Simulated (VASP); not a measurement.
# FeSi2 (Linzhiite) (P4/mmm) in VASP: notebook

The runs below take FeSi2 (Linzhiite) through equation of state, optical spectrum, with r2SCAN, PBEsol.

Program: VASP 6.6.1. These are calculated values, not measurements. Logs are shortened: lines on timing, memory, paths and dates and some standing lists are left out, and cuts for length are marked.

## Step 1: The crystal as given

Symmetry: P4/mmm, No. 123, tetragonal system. The conventional cell has a = 2.684 Å, b = 2.684 Å, c = 5.128 Å, α = 90.00°, β = 90.00°, γ = 90.00°. Around Fe (site symmetry 4/mmm) lie 8 Si at 2.35 Å and 4 Fe at 2.68 Å. Si (site symmetry 4mm) has 4 Fe at 2.35 Å and 5 Si at 2.36 to 2.68 Å as nearest neighbours.

## Step 2: Equation of state, r2SCAN, collinear spin, ferromagnetic start, 11.94 Å³/atom

The input, INCAR:

```
PREC     = Accurate       # precision mode
ENCUT    = 900            # plane-wave cutoff, eV
EDIFF    = 1E-8           # SCF threshold, eV
ISMEAR   = 1              # smearing method
SIGMA    = 0.1            # smearing width, eV
LREAL    = False          # projectors in reciprocal space
LASPH    = True           # aspherical terms in the spheres
NELM     = 100            # most SCF steps
ALGO     = Normal         # electronic algorithm
ISIF     = 2              # what is computed and relaxed
LWAVE    = False          # write WAVECAR
LCHARG   = False          # write CHGCAR
ISPIN    = 2              # spin polarisation
MAGMOM   = 3 0 0          # initial moments
LORBIT   = 11             # projections on sites
LMAXMIX  = 4              # l up to which the mixer works
METAGGA  = R2SCAN         # meta-GGA
LMIXTAU  = True         
ADDGRID  = False
```

The input, KPOINTS:

```
regular mesh
0
Gamma
  18 18 10
```

The input, POSCAR:

```
FeSi2
1.0
    2.6568870352      0.0000000000      0.0000000000
    0.0000000000      2.6568870352      0.0000000000
    0.0000000000      0.0000000000      5.0761984785
Fe Si
1 2
Direct
    0.0000000000      0.0000000000      0.0000000000
    0.5000000000      0.5000000000      0.7300000000
    0.5000000000      0.5000000000      0.2700000000
```

Potentials or basis: VASP PAW PBE potentials, release 64 (Fe, Si).

The run is started by

```
$ cat potpaw_PBE.64/Fe/POTCAR potpaw_PBE.64/Si/POTCAR > POTCAR
$ mpirun -np 1 vasp_std > vasp.out
```

OUTCAR:

```text
PREC = Accurate
   ENCUT = 900
   EDIFF = 1E-8
   ISMEAR = 1
   LREAL = False
   LASPH = True
   NELM = 100
   ISIF = 2
   ISPIN = 2
   LORBIT = 11
   METAGGA = R2SCAN

 ion  position               nearest neighbor table
   1  0.000  0.000  0.000-   2 2.33   3 2.33   2 2.33   3 2.33   2 2.33   3 2.33   2 2.33   3 2.33

   2  0.500  0.500  0.730-   1 2.33   1 2.33   1 2.33   1 2.33   3 2.34   3 2.74
   3  0.500  0.500  0.270-   1 2.33   1 2.33   1 2.33   1 2.33   2 2.34   2 2.74

  LATTYP: Found a simple tetragonal cell.
 ALAT       =     2.6568870352
 C/A-ratio  =     1.9105812220

  Lattice vectors:

 A1 = (   2.6568870352,   0.0000000000,   0.0000000000)
 A2 = (   0.0000000000,   2.6568870352,   0.0000000000)
 A3 = (   0.0000000000,   0.0000000000,   5.0761984785)

Analysis of symmetry for initial positions (statically):
=====================================================================
 Subroutine PRICEL returns:
 Original cell was already a primitive cell.

 Routine SETGRP: Setting up the symmetry group for a
 simple tetragonal supercell.

 Subroutine GETGRP returns: Found 16 space group operations
 (whereof 16 operations were pure point group operations)
 out of a pool of 16 trial point group operations.

The static configuration has the point symmetry D_4h.

Analysis of symmetry for dynamics (positions and initial velocities):
=====================================================================
 Subroutine PRICEL returns:
 Original cell was already a primitive cell.

 Routine SETGRP: Setting up the symmetry group for a
 simple tetragonal supercell.

 Subroutine GETGRP returns: Found 16 space group operations
 (whereof 16 operations were pure point group operations)
 out of a pool of 16 trial point group operations.

The dynamic configuration has the point symmetry D_4h.

Analysis of structural, dynamic, and magnetic symmetry:
=====================================================================
 Subroutine PRICEL returns:
 Original cell was already a primitive cell.

 Routine SETGRP: Setting up the symmetry group for a
 simple tetragonal supercell.

 Subroutine GETGRP returns: Found 16 space group operations
 (whereof 16 operations were pure point group operations)
 out of a pool of 16 trial point group operations.

The overall configuration has the point symmetry D_4h.

 Subroutine INISYM returns: Found 16 space group operations
 (whereof 16 operations are pure point group operations),
 and found     1 'primitive' translations

----------------------------------------------------------------------------------------

                                     Primitive cell

  volume of cell :      35.8331
[... 149 lines left out ...]

 k-point     1 :       0.0000    0.0000    0.0000
  band No.  band energies     occupation
      1      -4.5807      1.00000
      2       0.5962      1.00000
      3       1.7592      1.00000
      4       6.4327      1.00000
      5       8.5298      1.00000
      6       8.6539      1.00000
      7       8.6539      1.00000
      8       9.4719      1.00000
      9      15.4372      0.00000
     10      15.4372      0.00000
     11      17.4925      0.00000
     12      17.9428      0.00000
     13      18.7813      0.00000
     14      18.9538      0.00000
[... 379 lines left out ...]
      3       4.0509      1.00000
      4       4.5939      1.00000
      5       6.8528      1.00000
      6       7.9074      1.00000
      7       8.0985      1.00000
      8       9.1587      1.00000
      9      10.4486      0.69144
     10      13.3116      0.00000
     11      14.6992      0.00000
     12      15.4239      0.00000
     13      19.3154      0.00000
     14      20.5556      0.00000

 [... further k-points ...]

 spin component 2

 k-point     1 :       0.0000    0.0000    0.0000
  band No.  band energies     occupation
      1      -4.6004      1.00000
      2       0.5614      1.00000
      3       1.7752      1.00000
      4       6.8441      1.00000
      5       8.7225      1.00000
      6       8.7669      1.00000
      7       8.7669      1.00000
      8       9.5243      1.00000
      9      15.4185      0.00000
     10      15.4185      0.00000
     11      17.4832      0.00000
     12      18.0667      0.00000
     13      18.8174      0.00000
     14      18.9408      0.00000
[... 379 lines left out ...]
      3       4.0635      1.00000
      4       4.6556      1.00000
      5       6.8850      1.00000
      6       8.1174      1.00000
      7       8.1969      1.00000
      8       9.2660      1.00000
      9      10.7767     -0.00007
     10      13.3761      0.00000
     11      14.8159      0.00000
     12      15.4582      0.00000
     13      19.3040      0.00000
     14      20.5591      0.00000

 [... further k-points ...]

------------------------ aborting loop because EDIFF is reached ----------------------------------------

  FORCE on cell =-STRESS in cart. coord.  units (eV):
  Direction    XX          YY          ZZ          XY          YZ          ZX
  --------------------------------------------------------------------------------------
  -------------------------------------------------------------------------------------
  Total        1.3835256      1.3835256      1.0633595      0.0000000      0.0000000      0.0000000
  in kB       61.8604415     61.8604415     47.5451196      0.0000000      0.0000000      0.0000000
  external PRESSURE =      57.0886676 kB  Pullay stress =       0.0000000 kB

 VOLUME and BASIS-vectors are now :
 -----------------------------------------------------------------------------
  energy-cutoff  :      900.00
  volume of cell :       35.83
      direct lattice vectors                 reciprocal lattice vectors
     2.656887035  0.000000000  0.000000000     0.376380323  0.000000000  0.000000000
     0.000000000  2.656887035  0.000000000     0.000000000  0.376380323  0.000000000
     0.000000000  0.000000000  5.076198479     0.000000000  0.000000000  0.196997813

 POSITION                                       TOTAL-FORCE (eV/Angst)
 -----------------------------------------------------------------------------------
      0.00000      0.00000      0.00000         0.000000      0.000000      0.000000
      1.32844      1.32844      3.70562         0.000000     -0.000000     -0.337204
      1.32844      1.32844      1.37057         0.000000      0.000000      0.337204
 -----------------------------------------------------------------------------------
    total drift:                               -0.000000     -0.000000      0.000000

  FREE ENERGIE OF THE ION-ELECTRON SYSTEM (eV)
  ---------------------------------------------------
  free  energy   TOTEN  =       -32.5463640756 eV

  energy  without entropy=      -32.5461970922  energy(sigma->0) =      -32.54630841

 total charge

# of ion       s       p       d       tot
------------------------------------------
    1        0.488   0.768   6.730   7.987
    2        0.724   0.929   0.000   1.653
    3        0.724   0.929   0.000   1.653
--------------------------------------------------
tot          1.936   2.627   6.730  11.294

 magnetization (x)

# of ion       s       p       d       tot
------------------------------------------
    1       -0.001  -0.007   0.168   0.160
    2       -0.001  -0.004   0.000  -0.005
    3       -0.001  -0.004   0.000  -0.005
--------------------------------------------------
tot         -0.004  -0.014   0.168   0.151
```

OSZICAR:

```text
N       E                     dE             d eps       ncg     rms          rms(c)
DAV:   1     0.768493964415E+02    0.76849E+02   -0.10253E+04 18528   0.180E+03
DAV:   2    -0.289940865145E+02   -0.10584E+03   -0.96008E+02 18726   0.290E+02
DAV:   3    -0.346409889511E+02   -0.56469E+01   -0.54177E+01 24792   0.721E+01
[... 12 lines left out ...]
DAV:  16    -0.325463637847E+02   -0.89300E-06   -0.14651E-06 22820   0.179E-02    0.333E-03
DAV:  17    -0.325463639936E+02   -0.20893E-06   -0.20974E-07 24170   0.777E-03    0.115E-03
DAV:  18    -0.325463640561E+02   -0.62495E-07   -0.12297E-08 15708   0.160E-03    0.533E-04
DAV:  19    -0.325463640695E+02   -0.13379E-07   -0.55183E-09 11568   0.103E-03    0.207E-04
DAV:  20    -0.325463640756E+02   -0.61027E-08   -0.11525E-09 10860   0.541E-04
   1 F= -.32546364E+02 E0= -.32546308E+02  d E =-.166983E-03  mag=     0.1381
```

Wall time 34 min (1 thread of AMD EPYC 9R45 (Zen 5), shared host); peak memory 0.69 GiB.

Results:

```yaml
Free_energy: -32.5464 eV
Pressure: 5.7 GPa
Largest_force: 0.337 eV/Å
Band_gap_on_the_k_mesh: none (metal or under the smearing width)
Net_moment: 0.14 μB per cell
Site_moments: Fe +0.16; Si -0.01 μB
Valence_electrons_inside_the_program's_atomic_spheres: Fe 7.99; Si 1.65
```

Caveat: the PAW data sets were made with another functional, which shifts forces and pressure a little.

## Step 3: Equation of state, r2SCAN, collinear spin, ferromagnetic start, 12.68 Å³/atom

INCAR is that of step 2.

KPOINTS is that of step 2.

The input, POSCAR:

```
FeSi2
1.0
    2.7105759858      0.0000000000      0.0000000000
    0.0000000000      2.7105759858      0.0000000000
    0.0000000000      0.0000000000      5.1787755794
Fe Si
1 2
Direct
    0.0000000000      0.0000000000      0.0000000000
    0.5000000000      0.5000000000      0.7300000000
    0.5000000000      0.5000000000      0.2700000000
```

Potentials or basis: VASP PAW PBE potentials, release 64 (Fe, Si).

The run is started by

```
$ cat potpaw_PBE.64/Fe/POTCAR potpaw_PBE.64/Si/POTCAR > POTCAR
$ mpirun -np 1 vasp_std > vasp.out
```

Wall time 37 min (1 thread of AMD EPYC 9R45 (Zen 5), shared host); peak memory 0.72 GiB.

Results (log left out):

* Free energy: -32.5359 eV
* Pressure: -6.6 GPa
* Largest force: 0.022 eV/Å
* Band gap on the k mesh: none (metal or under the smearing width)
* Net moment: 0.14 μB per cell
* Site moments: Fe +0.18; Si -0.01 μB
* Valence electrons inside the program's atomic spheres: Fe 7.80; Si 1.61

Caveat: the PAW data sets were made with another functional, which shifts forces and pressure a little.

## Step 4: Equation of state, r2SCAN, collinear spin, ferromagnetic start, 11.94 Å³/atom

INCAR: that of step 3 with these lines changed.

```diff
@@ -1,6 +1,6 @@
 PREC     = Accurate       # precision mode
-ENCUT    = 900            # plane-wave cutoff, eV
-EDIFF    = 1E-8           # SCF threshold, eV
+ENCUT    = 250            # plane-wave cutoff, eV
+EDIFF    = 1E-6           # SCF threshold, eV
 ISMEAR   = 1              # smearing method
-SIGMA    = 0.1            # smearing width, eV
+SIGMA    = 0.15           # smearing width, eV
 LREAL    = False          # projectors in reciprocal space
```

The input, KPOINTS:

```
regular mesh
0
Gamma
  6 6 3
```

The input, POSCAR:

```
FeSi2
1.0
    2.6568870352      0.0000000000      0.0000000000
    0.0000000000      2.6568870352      0.0000000000
    0.0000000000      0.0000000000      5.0761984785
Fe Si
1 2
Direct
    0.0000000000      0.0000000000      0.0000000000
    0.5000000000      0.5000000000      0.7300000000
    0.5000000000      0.5000000000      0.2700000000
```

The run is started by

```
$ cat potpaw_PBE.64/Fe/POTCAR potpaw_PBE.64/Si/POTCAR > POTCAR
$ mpirun -np 1 vasp_std > vasp.out
```

Wall time 23 s (1 thread of AMD EPYC 9R45 (Zen 5), shared host); peak memory 0.09 GiB.

The run converged, but a check on its numbers failed (symmetry, net force, bounds or a known fault of this set-up), so they aren't taken as properties of the crystal.

Caveat: the k mesh is coarse (spacing up to 0.41 Å⁻¹), so the values aren't converged; the cutoff lies under the usual one of these potentials, so the numbers hold a large basis-set error; the PAW data sets were made with another functional, which shifts forces and pressure a little.

## Step 5: Equation of state, r2SCAN, collinear spin, ferromagnetic start, 12.68 Å³/atom

INCAR is that of step 4.

KPOINTS is that of step 4.

The input, POSCAR:

```
FeSi2
1.0
    2.7105759858      0.0000000000      0.0000000000
    0.0000000000      2.7105759858      0.0000000000
    0.0000000000      0.0000000000      5.1787755794
Fe Si
1 2
Direct
    0.0000000000      0.0000000000      0.0000000000
    0.5000000000      0.5000000000      0.7300000000
    0.5000000000      0.5000000000      0.2700000000
```

The run is started by

```
$ cat potpaw_PBE.64/Fe/POTCAR potpaw_PBE.64/Si/POTCAR > POTCAR
$ mpirun -np 1 vasp_std > vasp.out
```

Run time: 25 s. Hardware: 1 thread of AMD EPYC 9R45 (Zen 5), shared host; peak memory 0.09 GiB.

The run converged, but a check on its numbers failed (symmetry, net force, bounds or a known fault of this set-up), so they aren't taken as properties of the crystal.

Caveat: the k mesh is coarse (spacing up to 0.40 Å⁻¹), so the values aren't converged; the cutoff lies under the usual one of these potentials, so the numbers hold a large basis-set error; the PAW data sets were made with another functional, which shifts forces and pressure a little.

## Step 6: Equation of state, r2SCAN, collinear spin, ferromagnetic start, 11.94 Å³/atom

INCAR: that of step 5 with these lines changed.

```diff
@@ -1,3 +1,3 @@
 PREC     = Accurate       # precision mode
-ENCUT    = 250            # plane-wave cutoff, eV
+ENCUT    = 300            # plane-wave cutoff, eV
 EDIFF    = 1E-6           # SCF threshold, eV
```

KPOINTS is that of step 5.

The input, POSCAR:

```
FeSi2
1.0
    2.6568870352      0.0000000000      0.0000000000
    0.0000000000      2.6568870352      0.0000000000
    0.0000000000      0.0000000000      5.0761984785
Fe Si
1 2
Direct
    0.0000000000      0.0000000000      0.0000000000
    0.5000000000      0.5000000000      0.7300000000
    0.5000000000      0.5000000000      0.2700000000
```

Potentials or basis: VASP PAW PBE potentials, release 64 (Fe, Si).

The run is started by

```
$ cat potpaw_PBE.64/Fe/POTCAR potpaw_PBE.64/Si/POTCAR > POTCAR
$ mpirun -np 1 vasp_std > vasp.out
```

It took 28 s on 1 thread of AMD EPYC 9R45 (Zen 5), shared host; peak memory 0.1 GiB.

These settings aren't checked as converged: the numbers below hold their error.

What came out:

```yaml
Free_energy: -32.5449 eV
Largest_force: 0.352 eV/Å
Band_gap_on_the_k_mesh: none (metal or under the smearing width)
Net_moment: 0.18 μB per cell
Site_moments: Fe +0.19; Si -0.00 μB
Valence_electrons_inside_the_program's_atomic_spheres: Fe 7.97; Si 1.66
```

Caveat: the k mesh is coarse (spacing up to 0.41 Å⁻¹), so the values aren't converged; the cutoff is under 1.25 times the usual one of these potentials, so pressure, stress and relaxed cells hold a basis-set (Pulay) error; the PAW data sets were made with another functional, which shifts forces and pressure a little.

## Step 7: Equation of state, r2SCAN, collinear spin, ferromagnetic start, 12.68 Å³/atom

INCAR is that of step 6.

KPOINTS is that of step 6.

The input, POSCAR:

```
FeSi2
1.0
    2.7105759858      0.0000000000      0.0000000000
    0.0000000000      2.7105759858      0.0000000000
    0.0000000000      0.0000000000      5.1787755794
Fe Si
1 2
Direct
    0.0000000000      0.0000000000      0.0000000000
    0.5000000000      0.5000000000      0.7300000000
    0.5000000000      0.5000000000      0.2700000000
```

The run is started by

```
$ cat potpaw_PBE.64/Fe/POTCAR potpaw_PBE.64/Si/POTCAR > POTCAR
$ mpirun -np 1 vasp_std > vasp.out
```

Wall time 32 s (1 thread of AMD EPYC 9R45 (Zen 5), shared host); peak memory 0.09 GiB.

The run converged, but some of its settings lie outside the range that counts as converged, so its numbers aren't taken as properties of the crystal.

Results:

```
Free energy                                           : -32.5390 eV
Largest force                                         : 0.050 eV/Å
Band gap on the k mesh                                : none (metal or under the smearing width)
Net moment                                            : 0.19 μB per cell
Site moments                                          : Fe +0.22; Si -0.01 μB
Valence electrons inside the program's atomic spheres : Fe 7.79; Si 1.62
```

Caveat: the k mesh is coarse (spacing up to 0.40 Å⁻¹), so the values aren't converged; the cutoff is under 1.25 times the usual one of these potentials, so pressure, stress and relaxed cells hold a basis-set (Pulay) error; the PAW data sets were made with another functional, which shifts forces and pressure a little.

## Step 8: Equation of state, r2SCAN, collinear spin, ferromagnetic start, 11.94 Å³/atom

INCAR: that of step 7 with these lines changed.

```diff
@@ -1,3 +1,3 @@
 PREC     = Accurate       # precision mode
-ENCUT    = 300            # plane-wave cutoff, eV
+ENCUT    = 350            # plane-wave cutoff, eV
 EDIFF    = 1E-6           # SCF threshold, eV
```

KPOINTS is that of step 7.

The input, POSCAR:

```
FeSi2
1.0
    2.6568870352      0.0000000000      0.0000000000
    0.0000000000      2.6568870352      0.0000000000
    0.0000000000      0.0000000000      5.0761984785
Fe Si
1 2
Direct
    0.0000000000      0.0000000000      0.0000000000
    0.5000000000      0.5000000000      0.7300000000
    0.5000000000      0.5000000000      0.2700000000
```

The run is started by

```
$ cat potpaw_PBE.64/Fe/POTCAR potpaw_PBE.64/Si/POTCAR > POTCAR
$ mpirun -np 1 vasp_std > vasp.out
```

It took 34 s on 1 thread of AMD EPYC 9R45 (Zen 5), shared host; peak memory 0.1 GiB.

The run converged, but some of its settings lie outside the range that counts as converged, so its numbers aren't taken as properties of the crystal.

Results:

| Item | Value |
| --- | --- |
| Free energy | -32.5545 eV |
| Pressure | 5.6 GPa |
| Largest force | 0.350 eV/Å |
| Band gap on the k mesh | none (metal or under the smearing width) |
| Net moment | 0.18 μB per cell |
| Site moments | Fe +0.19; Si -0.00 μB |
| Valence electrons inside the program's atomic spheres | Fe 7.98; Si 1.65 |

Caveat: the k mesh is coarse (spacing up to 0.41 Å⁻¹), so the values aren't converged; the PAW data sets were made with another functional, which shifts forces and pressure a little.

## Step 9: Equation of state, r2SCAN, collinear spin, ferromagnetic start, 12.68 Å³/atom

INCAR is that of step 8.

KPOINTS is that of step 8.

The input, POSCAR:

```
FeSi2
1.0
    2.7105759858      0.0000000000      0.0000000000
    0.0000000000      2.7105759858      0.0000000000
    0.0000000000      0.0000000000      5.1787755794
Fe Si
1 2
Direct
    0.0000000000      0.0000000000      0.0000000000
    0.5000000000      0.5000000000      0.7300000000
    0.5000000000      0.5000000000      0.2700000000
```

Potentials or basis: VASP PAW PBE potentials, release 64 (Fe, Si).

The run is started by

```
$ cat potpaw_PBE.64/Fe/POTCAR potpaw_PBE.64/Si/POTCAR > POTCAR
$ mpirun -np 1 vasp_std > vasp.out
```

It took 39 s on 1 thread of AMD EPYC 9R45 (Zen 5), shared host; peak memory 0.11 GiB.

These settings aren't checked as converged: the numbers below hold their error.

Results:

```yaml
Free_energy: -32.5471 eV
Pressure: -6.7 GPa
Largest_force: 0.048 eV/Å
Band_gap_on_the_k_mesh: none (metal or under the smearing width)
Net_moment: 0.19 μB per cell
Site_moments: Fe +0.22; Si -0.01 μB
Valence_electrons_inside_the_program's_atomic_spheres: Fe 7.79; Si 1.61
```

Caveat: the k mesh is coarse (spacing up to 0.40 Å⁻¹), so the values aren't converged; the PAW data sets were made with another functional, which shifts forces and pressure a little.

[end of part 1 of 4]
